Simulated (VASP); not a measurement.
# O2 in VASP: a series of runs

The runs below take O2 through relaxation of the atoms, with PBE+D3(BJ), PBE, LDA, r2SCAN, PBEsol.

Everything below comes from runs of VASP 6.6.1. Logs are shortened: lines on timing, memory, paths and dates and some standing lists are left out, and cuts for length are marked.

## Step 1: Starting point

The cell holds a molecule in a box, 2 atoms: a = 12.000 Å, b = 12.400 Å, c = 13.000 Å, α = 90.00°, β = 90.00°, γ = 90.00°.

## Step 2: Relaxation of the atoms, PBE+D3(BJ), collinear spin, ferromagnetic start

INCAR

```
  PREC = Accurate
  ENCUT = 600
  EDIFF = 1E-7
  ISMEAR = 0
  SIGMA = 0.01
  LREAL = F
  LASPH = T
  NELM = 150
  ALGO = Normal
  ISIF = 2
  LWAVE = F
  LCHARG = F
  ISPIN = 2
  MAGMOM = 1 1
  LORBIT = 11
  GGA = PE
  IVDW = 12
  IBRION = 2
  NSW = 30
  EDIFFG = -0.005
  AMIX = 0.2
  BMIX = 1E-4
  AMIX_MAG = 0.8
  BMIX_MAG = 1E-4
  ISYM = 0
```

KPOINTS

```
Automatic mesh
0
Gamma
  1 1 1
```

POSCAR

```
O
1.0
   12.0000000000      0.0000000000      0.0000000000
    0.0000000000     12.4000000000      0.0000000000
    0.0000000000      0.0000000000     13.0000000000
O
2
Direct
    0.5000000000      0.5000000000      0.4535384615
    0.5000000000      0.5000000000      0.5464615385
```

Potentials or basis: VASP PAW PBE potentials, release 64 (O).

Command:

```bash
> cat potpaw_PBE.64/O/POTCAR > POTCAR
> mpirun -np 1 vasp_std > vasp.out
```

OUTCAR:

```text
PREC = Accurate
   ENCUT = 600
   EDIFF = 1E-7
   ISMEAR = 0
   LREAL = F
   LASPH = T
   NELM = 150
   ISIF = 2
   ISPIN = 2
   LORBIT = 11
   GGA = PE
   IVDW = 12
   IBRION = 2
   NSW = 30
   EDIFFG = -0.005
   AMIX = 0.2
   AMIX_MAG = 0.8
   ISYM = 0
 IVDW          = 12

 ion  position               nearest neighbor table
   1  0.500  0.500  0.454-   2 1.21
   2  0.500  0.500  0.546-   1 1.21

IMPORTANT INFORMATION: All symmetrisations will be switched off!
NOSYMM: (Re-)initialisation of all symmetry stuff for point group C_1.

----------------------------------------------------------------------------------------

                                     Primitive cell

  volume of cell :    1934.4000

  direct lattice vectors                    reciprocal lattice vectors
    12.000000000  0.000000000  0.000000000     0.083333333  0.000000000  0.000000000
     0.000000000 12.400000000  0.000000000     0.000000000  0.080645161  0.000000000
     0.000000000  0.000000000 13.000000000     0.000000000  0.000000000  0.076923077

  length of vectors
    12.000000000 12.400000000 13.000000000     0.083333333  0.080645161  0.076923077

  position of ions in fractional coordinates (direct lattice)
     0.500000000  0.500000000  0.453538462
     0.500000000  0.500000000  0.546461538

  ion indices of the primitive-cell ions
   primitive index   ion index
                 1           1
                 2           2

----------------------------------------------------------------------------------------

 KPOINTS: Automatic mesh

Automatic generation of k-mesh.
 Grid dimensions read from file:
 generate k-points for:    1    1    1

 Generating k-lattice:

  Cartesian coordinates                     Fractional coordinates (reciprocal lattice)
     0.083333333  0.000000000  0.000000000     1.000000000  0.000000000  0.000000000
     0.000000000  0.080645161  0.000000000     0.000000000  1.000000000  0.000000000
     0.000000000  0.000000000  0.076923077     0.000000000  0.000000000  1.000000000

  Length of vectors
     0.083333333  0.080645161  0.076923077

  Shift w.r.t. Gamma in fractional coordinates (k-lattice)
     0.000000000  0.000000000  0.000000000

 Subroutine IBZKPT returns following result:
 ===========================================

 Found      1 irreducible k-points:

 Following reciprocal coordinates:
            Coordinates               Weight
  0.000000  0.000000  0.000000      1.000000
   k-points           NKPTS =      1   k-points in BZ     NKDIM =      1   number of bands    NBANDS=     11
   number of dos      NEDOS =    301   number of ions     NIONS =      2
   total plane-waves  NPLWV = ******
   dimension x,y,z NGX =    96 NGY =  100 NGZ =  108
   dimension x,y,z NGXF=   192 NGYF=  200 NGZF=  216
   ions per type =               2
   NGX,Y,Z   is equivalent  to a cutoff of  13.30, 13.41, 13.81 a.u.
   NGXF,Y,Z  is equivalent  to a cutoff of  26.60, 26.81, 27.62 a.u.
 SYSTEM =  unknown system
   PREC   = accura    normal or accurate (medium, high low for compatibility)
   ISTART =      0    job   : 0-new  1-cont  2-samecut
   ICHARG =      2    charge: 1-file 2-atom 10-const
   ISPIN  =      2    spin polarized calculation?
   LNONCOLLINEAR =      F non collinear calculations
   LSORBIT =      F    spin-orbit coupling
   LASPH  =      T    aspherical Exc in radial PAW
   ENCUT  =  600.0 eV  44.10 Ry    6.64 a.u.  23.97 24.77 25.96*2*pi/ulx,y,z
   NELM   =    150;   NELMIN=  2; NELMDL= -5     # of ELM steps
   EDIFF  = 0.1E-06   stopping-criterion for ELM
   LREAL  =      F    real-space projection
   EDIFFG = -.5E-02   stopping-criterion for IOM
   NSW    =     30    number of steps for IOM
   IBRION =      2    ionic relax: 0-MD 1-quasi-New 2-CG
   NFREE  =      1    steps in history (QN), initial steepest desc. (CG)
   ISIF   =      2    stress and relaxation
   ISYM   =      0    0-nonsym 1-usesym 2-fastsym
   POTIM  = 0.5000    time-step for ionic-motion
   TEBEG  =    0.0;   TEEND  =   0.0 temperature during run
   PSTRESS=    0.0 pullay stress
   NELECT =      12.0000    total number of electrons
   NUPDOWN=      -1.0000    fix difference up-down
   EMIN   =  10.00;   EMAX   =-10.00  energy-range for DOS
   EFERMI =   0.00;   METHOD = LEGACY
   ISMEAR =     0;   SIGMA  =   0.01  broadening in eV -4-tet -1-fermi 0-gaus
   EFERMI_NEDOS =   21; number of points for ismear=-14 and -15
   IALGO  =     38    algorithm
   IMIX   =      4    mixing-type and parameters
     AMIX     =   0.20;   BMIX     =  0.00
     AMIX_MAG =   0.80;   BMIX_MAG =  0.00
  volume/ion in A,a.u.               =     967.20      6526.99
  Fermi-wavevector in a.u.,A,eV,Ry     =   0.300806  0.568441  1.231113  0.090484
  Thomas-Fermi vector in A             =   1.169492
   LORBIT       =     11    0 simple, 1 ext, 2 COOP (PROOUT), +10 PAW based schemes
   GGA     = PE    functional components
   LHFCALC =     F    Hartree Fock is set to
   AEXX    =    0.0000 exact exchange contribution
   IVDW    =    12    specifies the selected vdW correction
   LEPSILON=     F    determine dielectric tensor
   LRPA    =     F    only Hartree local field effects (RPA)
 conjugate gradient relaxation of ions
 spin polarized calculation
 Gauss-broadening in eV      SIGMA  =   0.01
  energy-cutoff  :      600.00
  volume of cell :     1934.40
 maximum number of plane-waves:     64477
 NGX is ok and might be reduce to    96
   NGX = 47   NGY = 49   NGZ = 51

--------------------------------------- Ionic step        1  -------------------------------------------

 number of electron      11.9999994 magnetization       1.9999997

 Free energy of the ion-electron system (eV)
  ---------------------------------------------------
  ext. energy  EPLUGINS =         0.00000000
  ---------------------------------------------------
  free energy    TOTEN  =        -9.86654868 eV

  energy without entropy =       -9.86654868  energy(sigma->0) =       -9.86654868

------------------------ aborting loop because EDIFF is reached ----------------------------------------

 Edisp (eV)   -0.00731

 E8    (eV) :    -0.0021

  FORCE on cell =-STRESS in cart. coord.  units (eV):
  Direction    XX          YY          ZZ          XY          YZ          ZX
  --------------------------------------------------------------------------------------
  -------------------------------------------------------------------------------------
  Total      -0.07132    -0.07204     2.28067     0.00000     0.00000    -0.00000
  in kB      -0.05907    -0.05967     1.88897     0.00000     0.00000    -0.00000
  external pressure =        0.59 kB  Pullay stress =        0.00 kB
[... 97 lines left out ...]
  FREE ENERGIE OF THE ION-ELECTRON SYSTEM (eV)
  ---------------------------------------------------
  free  energy   TOTEN  =        -9.8974966497 eV

  energy  without entropy=       -9.8974966497  energy(sigma->0) =       -9.89749665

[... ionic steps 4 to 12 ...]

--------------------------------------- Ionic step       13  -------------------------------------------

 number of electron      11.9999996 magnetization       1.9999997

------------------------ aborting loop because EDIFF is reached ----------------------------------------

 Edisp (eV)   -0.00730

 E8    (eV) :    -0.0021
[... 69 lines left out ...]
  energy  without entropy=       -9.8976075657  energy(sigma->0) =       -9.89760757

--------------------------------------- Ionic step       15  -------------------------------------------

 number of electron      11.9999996 magnetization       1.9999997

 Free energy of the ion-electron system (eV)
  ---------------------------------------------------
  ext. energy  EPLUGINS =         0.00000000
  ---------------------------------------------------
  free energy    TOTEN  =        -9.89030401 eV

  energy without entropy =       -9.89030401  energy(sigma->0) =       -9.89030401

 E-fermi :  -6.8789     XC(G=0):  -0.3016

 val. band max:       -6.9607756631   @ k =   0.0000   0.0000   0.0000
 cond. band min:      -4.6551054141   @ k =   0.0000   0.0000   0.0000
 fundamental gap:      2.3056702490
 Fermi energy:        -6.8788789244

 spin component 1

 k-point     1 :       0.0000    0.0000    0.0000
  band No.  band energies     occupation
      1     -32.4995      1.00000
      2     -20.6335      1.00000
      3     -13.3785      1.00000
      4     -13.2787      1.00000
      5     -13.2787      1.00000
      6      -6.9608      1.00000
      7      -6.9608      1.00000
      8      -0.2510      0.00000
      9       0.4889      0.00000
     10       0.5975      0.00000
     11       0.7531      0.00000
 Fermi energy:        -6.8788789244

 spin component 2

 k-point     1 :       0.0000    0.0000    0.0000
  band No.  band energies     occupation
      1     -31.2857      1.00000
      2     -18.8370      1.00000
      3     -12.4843      1.00000
      4     -11.4139      1.00000
      5     -11.4138      1.00000
      6      -4.6551      0.00000
      7      -4.6551      0.00000
      8      -0.1564      0.00000
      9       0.6681      0.00000
     10       0.6686      0.00000
     11       0.8354      0.00000
[... 31 lines left out ...]
  FREE ENERGIE OF THE ION-ELECTRON SYSTEM (eV)
  ---------------------------------------------------
  free  energy   TOTEN  =        -9.8976081412 eV

  energy  without entropy=       -9.8976081412  energy(sigma->0) =       -9.89760814

 reached required accuracy - stopping structural energy minimisation

 total charge

# of ion       s       p       d       tot
------------------------------------------
    1        1.608   3.278   0.000   4.886
    2        1.608   3.278   0.000   4.886
--------------------------------------------------
tot          3.216   6.555   0.000   9.771

 magnetization (x)

# of ion       s       p       d       tot
------------------------------------------
    1        0.010   0.801   0.000   0.811
    2        0.010   0.801   0.000   0.811
--------------------------------------------------
tot          0.021   1.602   0.000   1.622
```

Wall time 26 min (1 thread of Intel Xeon Platinum 8488C (Sapphire Rapids), shared host); peak memory 2.4 GiB.

Results:

```
Free energy                                           : -9.8976 eV
Energy gained by relaxing                             : 11.9 meV/atom
Ionic steps                                           : 15
Gap between the frontier levels                       : 2.31 eV
Net moment                                            : 2.00 μB per cell
Site moments                                          : O +0.81 μB
Valence electrons inside the program's atomic spheres : O 4.89
Dispersion energy per atom                            : -0.004 eV
```

The path:
```tsv
step	energy change (eV)	largest force (eV/Å)	pressure (GPa)
1	0.0000	1.9694	0.06
2	0.6489	6.7249	-0.27
3	-0.0236	0.1264	-0.01
4	-0.0238	0.0114	-0.01
5	-0.0238	0.0247	-0.01
6	-0.0238	0.0230	-0.01
7	-0.0238	0.0178	-0.01
8	-0.0238	0.0176	-0.01
9	-0.0238	0.0173	-0.01
10	-0.0238	0.0171	-0.01
11	-0.0238	0.0165	-0.01
12	-0.0238	0.0153	-0.01
13	-0.0238	0.0130	-0.01
14	-0.0238	0.0083	-0.01
15	-0.0238	0.0016	-0.01
```

Final structure:
```cif
data_structure
_symmetry_space_group_name_H-M 'P 1'
_symmetry_Int_Tables_number 1
_cell_length_a 12.0000
_cell_length_b 12.4000
_cell_length_c 13.0000
_cell_angle_alpha 90.000
_cell_angle_beta 90.000
_cell_angle_gamma 90.000
_cell_volume 1934.40
loop_
_atom_site_label
_atom_site_type_symbol
_atom_site_fract_x
_atom_site_fract_y
_atom_site_fract_z
_atom_site_occupancy
O1 O 0.50000 0.50000 0.45258 1
O2 O 0.50000 0.50000 0.54742 1
```

Levels at points of the mesh, in eV from the valence-band top:
Spin up:
```csv
k point,band 4,band 5,band 6,band 7,band 8,band 9,band 10,band 11
"(0.00, 0.00, 0.00)",-6.32,-6.32,0.00,0.00,6.71,7.45,7.56,7.71
```
Spin down:
```csv
k point,band 3,band 4,band 5,band 6,band 7,band 8
"(0.00, 0.00, 0.00)",-5.52,-4.45,-4.45,2.31,2.31,6.80
```

Caveat: the standard files for N, O and F lose accuracy on very short bonds. As with any semilocal functional, this PBE gap is likely too small.

## Step 3: Relaxation of the atoms, PBE, collinear spin, ferromagnetic start

INCAR

```
SYSTEM = O
  PREC = Accurate
  ENCUT = 600
  EDIFF = 1E-7
  ISMEAR = 0
  SIGMA = 0.01
  LREAL = .FALSE.
  LASPH = .TRUE.
  NELM = 150
  ALGO = Normal
  ISIF = 2
  LWAVE = .FALSE.
  LCHARG = .FALSE.
  ISPIN = 2
  MAGMOM = 1 1
  LORBIT = 11
  GGA = PE
  IBRION = 2
  NSW = 30
  EDIFFG = -0.005
  AMIX = 0.2
  BMIX = 1E-4
  AMIX_MAG = 0.8
  BMIX_MAG = 1E-4
  ISYM = 0
```

KPOINTS

```
Automatic mesh
0
G
  1 1 1
  0 0 0
```

POSCAR is that of step 2.

Potentials or basis: VASP PAW PBE potentials, release 64 (O).

Command:

```bash
> cat potpaw_PBE.64/O/POTCAR > POTCAR
> mpirun -np 1 vasp_std > vasp.out
```

It took 14 min on 1 thread of Intel Xeon 6975P-C (Granite Rapids), shared host; peak memory 2.4 GiB.

The run converged. Its results:

```yaml
Free_energy: -9.8903 eV
Energy_gained_by_relaxing: 11.9 meV/atom
Ionic_steps: 15
Gap_between_the_frontier_levels: 2.31 eV
Net_moment: 2.00 μB per cell
Site_moments: O +0.81 μB
Valence_electrons_inside_the_program's_atomic_spheres: O 4.89
```

Step by step:
```
step  energy change (eV)  largest force (eV/Å)  pressure (GPa)
   1              0.0000                1.9694            0.06
   2              0.6489                6.7251           -0.27
   3             -0.0236                0.1264           -0.01
   4             -0.0238                0.0114           -0.01
   5             -0.0238                0.0247           -0.01
   6             -0.0238                0.0230           -0.01
   7             -0.0238                0.0178           -0.01
   8             -0.0238                0.0176           -0.01
   9             -0.0238                0.0173           -0.01
  10             -0.0238                0.0171           -0.01
  11             -0.0238                0.0165           -0.01
  12             -0.0238                0.0153           -0.01
  13             -0.0238                0.0130           -0.01
  14             -0.0238                0.0083           -0.01
  15             -0.0238                0.0016           -0.01
```

Final structure:
```yaml
crystal:
  lattice:
    - [12.00000, 0.00000, 0.00000]
    - [0.00000, 12.40000, 0.00000]
    - [0.00000, 0.00000, 13.00000]
  atoms:
    - { symbol: O, position: [0.50000, 0.50000, 0.45258] }
    - { symbol: O, position: [0.50000, 0.50000, 0.54742] }
```

Levels at points of the mesh, in eV from the valence-band top:
Spin up:
| k point | band 5 | band 6 | band 7 | band 8 | band 9 | band 10 |
| --- | --- | --- | --- | --- | --- | --- |
| (0.00, 0.00, 0.00) | -6.32 | 0.00 | 0.00 | 6.71 | 7.45 | 7.56 |
Spin down:
```
           k point  band 3  band 4  band 5  band 6  band 7  band 8
(0.00, 0.00, 0.00)   -5.52   -4.45   -4.45    2.31    2.31    6.80
```

Caveat: the standard files for N, O and F lose accuracy on very short bonds.

## Step 4: Relaxation of the atoms, LDA, collinear spin, ferromagnetic start

INCAR

```
PREC = Accurate
ENCUT = 600
EDIFF = 1E-7
ISMEAR = 0
SIGMA = 0.01
LREAL = F
LASPH = T
NELM = 150
ALGO = Normal
ISIF = 2
LWAVE = F
LCHARG = F
ISPIN = 2
MAGMOM = 1 1
LORBIT = 11
IBRION = 2
NSW = 30
EDIFFG = -0.005
AMIX = 0.2
BMIX = 1E-4
AMIX_MAG = 0.8
BMIX_MAG = 1E-4
ISYM = 0
```

KPOINTS

```
Automatic mesh
0
Gamma
  1 1 1
```

POSCAR is that of step 3.

Potentials or basis: VASP PAW LDA potentials, release 64 (O).

Command:

```bash
> cat potpaw_LDA.64/O/POTCAR > POTCAR
> mpirun -np 1 vasp_std > vasp.out
```

OUTCAR:

```text
PREC = Accurate
   ENCUT = 600
   EDIFF = 1E-7
   ISMEAR = 0
   LREAL = F
   LASPH = T
   NELM = 150
   ISIF = 2
   ISPIN = 2
   LORBIT = 11
   IBRION = 2
   NSW = 30
   EDIFFG = -0.005
   AMIX = 0.2
   AMIX_MAG = 0.8
   ISYM = 0

 ion  position               nearest neighbor table
   1  0.500  0.500  0.454-   2 1.21
   2  0.500  0.500  0.546-   1 1.21

IMPORTANT INFORMATION: All symmetrisations will be switched off!
NOSYMM: (Re-)initialisation of all symmetry stuff for point group C_1.

----------------------------------------------------------------------------------------

                                     Primitive cell

  volume of cell :    1934.4000

  direct lattice vectors                    reciprocal lattice vectors
    12.000000000  0.000000000  0.000000000     0.083333333  0.000000000  0.000000000
     0.000000000 12.400000000  0.000000000     0.000000000  0.080645161  0.000000000
[... 243 lines left out ...]
      2     -20.2983      1.00000
      3     -13.6829      1.00000
      4     -13.5518      1.00000
      5     -13.5518      1.00000
      6      -6.9437      1.00000
      7      -6.9437      1.00000
      8      -0.1802      0.00000
      9       0.5987      0.00000
     10       0.6393      0.00000
     11       0.8155      0.00000
 Fermi energy:        -6.8179170505

 spin component 2

 k-point     1 :       0.0000    0.0000    0.0000
  band No.  band energies     occupation
      1     -31.5614      1.00000
      2     -18.6757      1.00000
      3     -12.5959      1.00000
      4     -11.9054      1.00000
      5     -11.9054      1.00000
      6      -4.9777      0.00000
      7      -4.9777      0.00000
      8      -0.1446      0.00000
      9       0.6792      0.00000
     10       0.6818      0.00000
     11       0.8411      0.00000
[... 27 lines left out ...]
  FREE ENERGIE OF THE ION-ELECTRON SYSTEM (eV)
  ---------------------------------------------------
  free  energy   TOTEN  =       -10.4827379287 eV

  energy  without entropy=      -10.4827379287  energy(sigma->0) =      -10.48273793

 reached required accuracy - stopping structural energy minimisation

 total charge

# of ion       s       p       d       tot
------------------------------------------
    1        1.598   3.291   0.000   4.889
    2        1.598   3.291   0.000   4.889
--------------------------------------------------
tot          3.197   6.581   0.000   9.778

 magnetization (x)

# of ion       s       p       d       tot
------------------------------------------
    1        0.008   0.798   0.000   0.806
    2        0.008   0.798   0.000   0.806
--------------------------------------------------
tot          0.016   1.597   0.000   1.613
```

OSZICAR:

```text
N       E                     dE             d eps       ncg     rms          rms(c)
[... 39 lines left out ...]
DAV:   9    -0.104827350517E+02   -0.25551E-06   -0.11222E-06    53   0.793E-03    0.160E-03
DAV:  10    -0.104827352202E+02   -0.16858E-06   -0.10146E-07    47   0.285E-03    0.983E-04
DAV:  11    -0.104827352889E+02   -0.68695E-07    0.53193E-09    44   0.103E-03
   3 F= -.10482735E+02 E0= -.10482735E+02  d E =-.644573E-02  mag=     2.0000
       N       E                     dE             d eps       ncg     rms          rms(c)
DAV:   1    -0.104827384325E+02   -0.32122E-05   -0.23472E-04    56   0.139E-01    0.602E-03
DAV:   2    -0.104827378704E+02    0.56204E-06   -0.28166E-06    44   0.172E-02    0.337E-03
DAV:   3    -0.104827379287E+02   -0.58311E-07   -0.26980E-07    50   0.450E-03
   4 F= -.10482738E+02 E0= -.10482738E+02  d E =-.644837E-02  mag=     2.0000
```

CONTCAR:

```text
O
   1.00000000000000
    12.0000000000000000    0.0000000000000000    0.0000000000000000
     0.0000000000000000   12.4000000000000004    0.0000000000000000
     0.0000000000000000    0.0000000000000000   13.0000000000000000
  O
     2
Direct
     0.5000000002765654    0.4999999994261659    0.4530502625178491
     0.4999999997234346    0.5000000005738341    0.5469497374821508

  0.00000000E+00  0.00000000E+00  0.00000000E+00
  0.00000000E+00  0.00000000E+00  0.00000000E+00
```

It took 3.6 min on 1 thread of AMD EPYC 9R14 (Zen 4), shared host; peak memory 1.4 GiB.

What came out:

```
Free energy                                           : -10.4827 eV
Energy gained by relaxing                             : 3.2 meV/atom
Ionic steps                                           : 4
Gap between the frontier levels                       : 1.97 eV
Net moment                                            : 2.00 μB per cell
Site moments                                          : O +0.81 μB
Valence electrons inside the program's atomic spheres : O 4.89
```

The path:
```csv
step,energy change (eV),largest force (eV/Å),pressure (GPa)
1,0.0000,1.0334,0.03
2,0.2325,4.9407,-0.18
3,-0.0064,0.0224,-0.01
4,-0.0064,0.0019,-0.01
```

Final structure:
```
O
1.0
    12.00000    0.00000    0.00000
     0.00000   12.40000    0.00000
     0.00000    0.00000   13.00000
O
2
Direct
  0.50000 0.50000 0.45305
  0.50000 0.50000 0.54695
```

Caveat: the standard files for N, O and F lose accuracy on very short bonds. A hybrid or GW would open this gap; LDA tends to underestimate it.

(Part 1 of 2 ends here.)
